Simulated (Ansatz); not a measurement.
# As2Pt: the cost of one run

Computed with Ansatz 0.2.0 (DFT r2SCAN, scalar-relativistic, plane waves, PAW, unless a step's input says otherwise).

**1. The system as given**

The structure is cubic, space group Pa-3 (No. 205). Conventional cell: a = 5.966 Å, b = 5.966 Å, c = 5.966 Å, α = 90.00°, β = 90.00°, γ = 90.00°. Around As (site symmetry 3) lie 1 As at 2.42 Å and 3 Pt at 2.49 Å. Around Pt (site symmetry -3) lie 6 As at 2.49 Å.

Coordinates:

```xyz
12
Lattice="5.9665 0.0000 0.0000 0.0000 5.9665 0.0000 0.0000 0.0000 5.9665" Properties=species:S:1:pos:R:3 pbc="T T T"
As    2.2852    2.2852    2.2852
As    0.6981    3.6813    5.2684
As    5.2684    0.6981    3.6813
As    3.6813    5.2684    0.6981
As    3.6813    3.6813    3.6813
As    5.2684    2.2852    0.6981
As    0.6981    5.2684    2.2852
As    2.2852    0.6981    5.2684
Pt    0.0000    0.0000    0.0000
Pt    2.9832    0.0000    2.9832
Pt    2.9832    2.9832    0.0000
Pt    0.0000    2.9832    2.9832
```

(A quick probe on a coarse mesh, which set the mesh and smearing, is not shown.)

**3. Relaxing cell and atoms**

Input file input.yaml:

```yaml
crystal:
  lattice:
    - [5.9665, 0.0, 0.0]
    - [0.0, 5.9665, 0.0]
    - [0.0, 0.0, 5.9665]
  atoms:
    - { symbol: As, position: [0.383, 0.383, 0.383] }
    - { symbol: As, position: [0.117, 0.617, 0.883] }
    - { symbol: As, position: [0.883, 0.117, 0.617] }
    - { symbol: As, position: [0.617, 0.883, 0.117] }
    - { symbol: As, position: [0.617, 0.617, 0.617] }
    - { symbol: As, position: [0.883, 0.383, 0.117] }
    - { symbol: As, position: [0.117, 0.883, 0.383] }
    - { symbol: As, position: [0.383, 0.117, 0.883] }
    - { symbol: Pt, position: [0.0, 0.0, 0.0] }
    - { symbol: Pt, position: [0.5, 0.0, 0.5] }
    - { symbol: Pt, position: [0.5, 0.5, 0.0] }
    - { symbol: Pt, position: [0.0, 0.5, 0.5] }
basis:
  ecutwfc: 500
kpoints:
  mp_grid: { grid: [6, 6, 6] }
hamiltonian:
  xc: r2scan
scf:
  occupations: { method: gaussian, width: 0.02 }
output:
  forces: true
  stress: true
  eigenvalues: true
relax:
  adjacent_minimum: "off"
  f_tol: 0.01
  max_steps: 80
  cell: { stress_tol: 0.05 }
```

The run is started by

```
ansatz run input.yaml --threads 1 --pin off --max-ram 2560MiB --backend cpu --events-out ev --progress --plain --runs-dir out
```

What time and memory should one allow on 1 thread of Intel Xeon at 2.50GHz (Skylake/Cascade Lake), shared host?

About 11 min, with a peak of 1.1 GiB.
